## Half a millielectronvolt that shows up as a pressure

Pressure is the slope of the energy against volume, $P=-\mathrm{d}E/\mathrm{d}V$. Changing the volume $V$ by a small fraction therefore changes the energy by $PV$ times that fraction. With the unit relation 1 eV/Å³ ≈ 160 GPa and silicon's 20 Å³ per atom, a pressure of 1 GPa means only about 1.3 meV per atom for each percent of volume. This is a scale worth remembering. An energy error too small to notice in a total energy is easy to see in a pressure, provided that it changes with volume.

The table puts this sensitivity to use. One silicon crystal, held at one fixed volume, is computed with five potentials, each of which replaces the atomic core in its own way. A positive pressure means that the crystal pushes outward and would like a larger cell.

ABINIT Kohn–Sham DFT calculations with the PBE functional for silicon in a fixed two-atom cell (Fd-3m, 20.16 Å³ per atom), without spin polarisation. All runs use an 8×8×8 k mesh and Fermi–Dirac smearing of 0.05 eV. The basis column gives the plane-wave cutoff, and pressure is positive in compression.

```tsv
potentials	basis	pressure (GPa)	pressure less the median of the rows (GPa)
SPMS NC PBE v1.0	381 eV	1.230	-0.020
JTH PAW PBE v2.0	408 eV	1.250	0.000
PseudoDojo NC SR PBE v0.4 stringent	490 eV	1.250	0.000
Ansatz NC PBE	490 eV	1.280	0.030
SG15 NC PBE v1.2	816 eV	1.690	0.440
```

Two different things are mixed in these pressures. The first is shared: every row gives more than 1.2 GPa, because the PBE functional prefers a silicon crystal somewhat larger than this one. That part is physics, or at least the physics of this functional. The second belongs to a single row: SG15 lies 0.44 GPa above the median, while the other four lie within 0.05 GPa of one another. Crystal, functional and electronic state are the same in all five runs, so this excess must come from the potential or from the basis used with it.

Translated into energy, the excess is tiny. It amounts to about 0.55 meV per atom for one percent of volume. The explanation has to account for a small energy that varies with volume, and there are three places to look for it.

### The tempting answer: only SG15 is converged

The basis column suggests an answer at once. SG15 was run with by far the highest plane-wave cutoff, 816 eV, and it has the highest pressure. Over the five rows, pressure and cutoff have a correlation coefficient of 0.98. It is natural to conclude that the other four runs are too cheap and that SG15 alone shows the true pressure.

Theory even supplies a mechanism with the right sign. The stress formula used in plane-wave programs describes a cell that is deformed while the number of plane waves stays the same. When the cell shrinks, the wavelengths shrink with it, and the kinetic energy of the shortest wave, which is the cutoff $E_c$, rises as $V^{-2/3}$. Compression thus improves the basis a little, and a better basis lowers the energy. The crystal seems to gain by shrinking, so an incomplete basis makes the pressure too low.

The size of this error, known as the Pulay stress, follows from the same argument. Since $E_c$ varies as $V^{-2/3}$, the chain rule gives

$$
\Delta P=\frac{2}{3V}\,\frac{\partial E}{\partial \ln E_c}.
$$

Here $\Delta P$ is the error in the pressure, and $E$ and $V$ are taken per atom. The derivative is negative, because the energy falls as the basis grows, and it fades towards zero as the basis becomes complete. A convergence curve for the pressure therefore tends to climb at first and then to level off.

The table does the opposite. From 381 to 490 eV, taking the mean of the two rows at 490 eV, the pressure rises by 0.03 GPa per 100 eV of cutoff. From there to SG15 it rises by 0.13 GPa per 100 eV, four times as steeply, just where the curve should be flattening. A straight line fitted by least squares to the four other rows makes the same point. Extended to SG15, which took no part in the fit, it gives 1.36 GPa instead of 1.69 GPa, although a line that never levels off is generous to the idea.

The high correlation was produced by one distant point. The pair at 490 eV shows how little the cutoff settles by itself: PseudoDojo and Ansatz NC share it and still differ by 0.03 GPa, more than half the spread of the group of four. Nor could five different potentials form a proper convergence series. A soft potential is finished at a cutoff where a hard one has barely begun, so the number in the basis column measures the needs of the potential as much as the quality of the run.

### What the basis explanation would still require

One version of the idea survives this comparison. Each of the four lower rows might have its own basis error, and these errors might happen to be nearly equal. The formula tells us what that would cost. Solved for the energy, with the excess of 0.44 GPa as the error and 20.16 Å³ as the volume per atom, it gives

$$
\left|\frac{\partial E}{\partial \ln E_c}\right|
=\frac{3}{2}\times\frac{20.16\times0.44}{160}\ \text{eV}
\approx 0.083\ \text{eV per atom}.
$$

Raising the cutoff by 10 percent changes $\ln E_c$ by 0.095. The energy would then have to drop by about 8 meV per atom, and it would have to do so for four potentials of different construction at three different cutoffs. That would be a strange coincidence, though the table alone does not exclude it. The test is cheap: repeat one of the four runs in the same cell with a cutoff 10 percent higher. If the energy falls by much less than 8 meV per atom, the basis is acquitted for that potential.

An outside reference points the same way. All-electron calculations with the same functional, which use no potential of this kind, put the pressure of this cell at roughly 1.3 GPa; this is a recalled, rounded value. The group of four lies close to it and SG15 well above. This matters because agreement among four runs is not in itself evidence that they are right.

### The second answer: the kind of method

Perhaps the division runs between two ways of treating the core. A norm-conserving potential replaces the true wavefunctions near the nucleus by smooth ones. The projector augmented-wave method, PAW, keeps a recipe for rebuilding the true ones. If this difference governed the pressure, the PAW row should stand apart.

It does not. JTH PAW gives 1.25 GPa, in the middle of the table, with norm-conserving potentials on either side of it. SG15 is norm-conserving too, like three of the four rows from which it departs. In this table, which has only one PAW row, the step from one method to the other matters far less than the choice of one particular potential.

### The third answer: the potential itself

What remains is the way in which SG15 was built, and one difference in construction is well known. PseudoDojo's silicon potential carries a nonlinear core correction, and SG15's does not. The correction deals with the region where the outermost core electrons and the valence electrons overlap. Exchange and correlation depend on the total density there, and not in proportion to it, so the energy of core and valence together is not the sum of two separate energies.

A potential without the correction absorbs this cross term once, for the free atom. In the crystal the valence density in the overlap region is different, and it changes again when the crystal is compressed. The stored term no longer fits exactly, and its error varies with volume. An error that varies with volume is an error in the pressure.

For this to explain the table, the other potentials must share what SG15 lacks, and for the norm-conserving ones the total energies of the runs suggest that they do. SG15 gives −214.5 eV for the cell of two atoms, whereas SPMS, PseudoDojo and Ansatz NC all give about −230 eV. A core correction adds a model core charge, whose own exchange and correlation energy is counted in the total, so a lower total is what one expects from potentials that carry it. PAW works with a core density by construction. Its total energy lies near that of SG15, but a PAW total treats the core's own energy differently, so this closeness says nothing about a core correction.

This makes the core correction a plausible cause of the SG15 excess, but an untested one. The argument shows why some pressure error should arise; it fixes neither its size nor its sign. The potentials also differ in their radii and in the shape of their projectors. To decide the matter, one would build the SG15 potential twice, with and without the correction, and leave everything else alone.

### What the excess does to a crystal

For most users the lattice constant matters more than the pressure. The Murnaghan equation, which assumes that the stiffness of a solid grows linearly with pressure, links the two:

$$
V_0=V\left(1+\frac{B'P}{B}\right)^{1/B'}.
$$

$V_0$ is the volume at which the pressure vanishes, $B$ is the bulk modulus and $B'$ is its change with pressure. With the rough recalled values $B\approx 89$ GPa and $B'\approx 4.2$, SG15 prefers a volume about 0.5 percent larger than the median row does, and a lattice constant about 0.15 percent larger. The estimate gives all potentials the same stiffness, so it is good for the size of the shift and does not replace a relaxation.

In work on strained silicon channels a shift of 0.15 percent is not negligible, since the strains put in on purpose are of the order of one percent. Suppose that the lattice constant is relaxed with SG15 and the channel is then computed with PseudoDojo. The supposedly unstrained crystal is already stretched by 0.15 percent. The remedy is to take the reference lattice and the strained film from the same potential, so that most of the offset cancels.

Band gaps would not have given a warning. In the same calculations the direct gap runs from 2.55 to 2.57 eV, and SG15 lies inside that range. The smallest gap on the mesh is lowest for SG15, but only by about 0.01 eV. A gap compares two levels at one volume, whereas a pressure compares energies at neighbouring volumes, so a potential can do well on the first and less well on the second.

A neighbouring series, with one potential and a rising cutoff, would have a different shape: a pressure that climbs and then settles, with the basis as its only cause. The present series changes the potential at every step and gives a cluster with one outlier. In a softer solid, such as an alkali metal, the same error in pressure would do more harm, because the relative shift in volume is roughly the pressure error divided by the bulk modulus. Silicon is stiff enough to turn 0.44 GPa into half a percent.
